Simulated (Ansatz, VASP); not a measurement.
**One calculation of Al, two programs**

```xyz
1
Lattice="0.0000 2.0543 1.9633 2.0543 0.0000 1.9633 2.0543 2.0543 0.0000" Properties=species:S:1:pos:R:3 pbc="T T T"
Al    0.0000    0.0000    0.0000
```

Change from the starting cell: strain +0.015 along x and y, -0.030 along z, atoms carried along.

Alike in both runs: task single point; functional PBE; dispersion D3(BJ); k mesh 20 × 20 × 20; occupations gaussian, width 0.15 eV; no spin polarisation.

```csv
,VASP,Ansatz
version,VASP 6.6.1,Ansatz 0.2.0
potentials or method,"VASP PAW PBE potentials, release 64 (Al)","scalar-relativistic, plane waves, PAW"
plane-wave cutoff (eV),520,420
valence electrons in the cell,3,3
```

```tsv
	VASP	Ansatz	Ansatz less VASP
gap on the k mesh at the Fermi level (eV)	none	none	-
pressure (GPa)	-3.6	-3.6	+0.04
largest component of the traceless stress (GPa)	1.43	1.44	+0.005
```

A gap of «none» marks a metal or a gap that the smearing closes.

Caveats: pairwise dispersion overbinds metals, which lowers pressure and volume.
